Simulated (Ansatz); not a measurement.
**BeTe: relaxed-ion elastic tensor**

Level of theory: DFT PBE, scalar-relativistic, plane waves, PAW in Ansatz 0.2.0. Settings: 420 eV plane-wave cutoff, Γ-centred 8×8×8 mesh, fixed occupations. No spin polarisation.

Relaxed structure:
```
CELL_PARAMETERS angstrom
0.00000 2.83180 2.83180
2.83180 0.00000 2.83180
2.83180 2.83180 0.00000
ATOMIC_POSITIONS crystal
Be 0.50000 0.50000 0.50000
Te 0.75000 0.75000 0.75000
```

The cell has the zinc blende type, in a space group that the Crystallography Open Database lists for this formula; it was reached from a generator's guess. Spin–orbit coupling is left out, which matters for heavy elements.

(1) Give the relaxed-ion elastic constants (GPa, Voigt order xx yy zz yz xz xy, on the Cartesian axes of the cell above).

(2) Is the crystal stable against homogeneous strain?

(3) And the moduli of a polycrystal (Hill averages)?

## Answers

(1)
C11 = 96.6, C12 = 36.5, C13 = 36.5, C22 = 96.6, C23 = 36.5, C33 = 96.6, C44 = 49.4, C55 = 49.4, C66 = 49.4 GPa; the others vanish.

(2) Yes: the least eigenvalue of the tensor is 49.4 GPa.

(3) B = 57 GPa, G = 40 GPa, E = 98 GPa, ν = 0.21.
